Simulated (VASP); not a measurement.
Input of a VASP 6.6.1 run:

POSCAR

```
BN
1.0
    0.0000000000      1.8130010000      1.8130010000
    1.8130010000      0.0000000000      1.8130010000
    1.8130010000      1.8130010000      0.0000000000
N B
1 1
Direct
    0.2500000000      0.2500000000      0.2500000000
    0.0000000000      0.0000000000      0.0000000000
```

The input INCAR.step1:

```
SYSTEM = BN
PREC = Accurate
ENCUT = 600
EDIFF = 1E-8
ISMEAR = -1
SIGMA = 0.05
LREAL = .FALSE.
LASPH = .TRUE.
NELM = 60
ALGO = Fast
ISIF = 3
LWAVE = .FALSE.
LCHARG = .FALSE.
IBRION = 2
NSW = 40
EDIFFG = -0.002
```

Contents of INCAR.step2:

```
SYSTEM = BN
PREC = Accurate
ENCUT = 600
EDIFF = 1E-8
ISMEAR = -1
SIGMA = 0.05
LREAL = .FALSE.
LASPH = .TRUE.
NELM = 60
ALGO = Fast
ISIF = 3
LWAVE = .FALSE.
LCHARG = .FALSE.
IBRION = 6
NFREE = 2
POTIM = 0.015
NSW = 1
```

The input KPOINTS:

```
Automatic mesh
0
G
  10 10 10
  0 0 0
```

Potentials or basis: VASP PAW LDA potentials, release 64 (N, B).

Launch:

```console
$ cat potpaw_LDA.64/N/POTCAR potpaw_LDA.64/B/POTCAR > POTCAR
$ cp INCAR.step1 INCAR
$ mpirun -np 1 vasp_std > vasp.out
$ cp CONTCAR POSCAR
$ cp INCAR.step2 INCAR
$ mpirun -np 1 vasp_std > vasp.out
```

(1) What does it give for the elastic constants C11, C12, C44?

(2) Predict the Voigt bulk modulus.

(3) What does it give for the highest phonon frequency at Γ, LO-TO splitting left out?

(4) Estimate the relaxed volume.

Answers

(1) 822, 192, 475 GPa.

(2) 402 GPa.

(3) 1068 cm⁻¹.

(4) 5.75 Å³/atom.
